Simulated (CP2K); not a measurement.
## MoP under changes of volume

One of the cells (14.353 Å³/atom); the others are scaled copies at fixed shape and fractional positions:

```
Mo P
1.0
     3.22300    0.00000    0.00000
    -1.61150    2.79120    0.00000
     0.00000    0.00000    3.19100
Mo P
1 1
Direct
  0.00000 0.00000 0.00000
  0.33333 0.66667 0.50000
```

- Program: CP2K 2026.2
- Functional: PBE
- Potentials or basis: POTENTIAL_UZH Mo GTH-PBE-q14, P GTH-PBE-q5; TZVP-MOLOPT-PBE-GTH basis
- Density cutoff: 6123 eV
- k mesh: 10 × 10 × 8
- Occupations: fermi-dirac, width 0.05 eV
- Spin: no spin polarisation

```csv
volume (Å³/atom),energy over the lowest point (meV/atom),pressure (GPa)
13.492,66.90,20.9
13.779,35.29,14.6
14.066,14.30,9.0
14.353,2.86,3.9
14.640,0.00,-0.6
14.927,4.84,-4.7
15.214,?,?
```

**Question.** What does the run at 15.214 Å³/atom give?

**Answer.** Energy over the lowest point 16.59 meV/atom; pressure -8.3 GPa.

Worked out: A Birch-Murnaghan fit of order 3 (a polynomial in V^(-2/3)) to the other rows has its minimum at 14.60 Å³/atom with B0 = V·E''(V) = 222 GPa and B' = 4.4 at fixed shape and positions, which overstates the stiffness. It gives 16.62 meV/atom at 15.214 Å³/atom, against the run's 16.59, and -dE/dV = -8.4 GPa, against -8.3.

Energies are extrapolated to zero smearing.

Caveats: the basis of atomic orbitals isn't converged, which shifts pressures, moduli and gaps.
